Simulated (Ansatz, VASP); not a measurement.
# Two plane-wave programs on As

```xyz
1
Lattice="2.7377 0.0000 0.0000 0.0000 2.7377 0.0000 0.0000 0.0000 2.7377" Properties=species:S:1:pos:R:3 pbc="T T T"
As    0.0000    0.0000    0.0000
```

Alike in both runs: task relaxation of cell and atoms; functional PBEsol; k mesh 14 × 14 × 14; occupations fermi-dirac, width 0.05 eV; no spin polarisation.

|  | VASP | Ansatz |
| --- | --- | --- |
| version | VASP 6.6.1 | Ansatz 0.2.0 |
| potentials or method | VASP PAW PBE potentials, release 64 (As) | PAW with Ansatz's default frozen-core files, scalar-relativistic |
| plane-wave cutoff (eV) | 600 | 420 |
| valence electrons in the cell | 5 | 15 |

Ansatz gave:

| Item | Value |
| --- | --- |
| relaxed volume (Å³/atom) | 19.48 |
| relaxed cell length with the largest relative difference (Å) | 2.691 |
| energy change over the relaxation (meV/atom) | -14 |

What did VASP give for the same quantities?

Relaxed volume (Å³/atom): 19.55; relaxed cell length with the largest relative difference (Å): 2.694; energy change over the relaxation (meV/atom): -12.

The two sets of potentials don't hold the same shells in valence.

Caveats: the PAW data sets were made with another functional, which shifts forces and pressure a little (VASP).
